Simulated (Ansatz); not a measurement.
## Two-dimensional strain map in Sr

Theory: DFT PBE, scalar-relativistic, plane waves, PAW in Ansatz 0.2.0. The runs took a 420 eV cutoff, a Γ-centred 14×14×14 mesh and Gaussian smearing (0.15 eV). No spin polarisation. Energies are free energies at this smearing, counted from the undisturbed cell; pressure is positive in compression.

The starting cell (as given, not relaxed at this level; it stands at -0.3 GPa):

```
Sr
1.0
     0.00000    3.04235    3.04235
     3.04235    0.00000    3.04235
     3.04235    3.04235    0.00000
Sr
1
Direct
  0.00000 0.00000 0.00000
```

The cell is strained by p along both x and y and by q along z, fractional coordinates fixed. Points are written (p, q).

Energy above the undisturbed cell in meV/atom (a dash: not computed):

```csv
p \ q,-0.050,-0.025,0.000,0.025,0.050
-0.050,33.4,?,12.6,8.5,?
-0.025,11.0,3.9,0.4,0.5,4.1
0.000,?,?,0.0,4.1,11.2
0.025,2.3,4.8,10.0,17.8,28.3
0.050,12.8,19.7,28.9,40.2,53.8
```

(1) Fill in the withheld energies.

Results:

(1) (-0.050, -0.025): 20.9; (-0.050, 0.050): 8.3; (0.000, -0.050): 1.2; (0.000, -0.025): -1.0.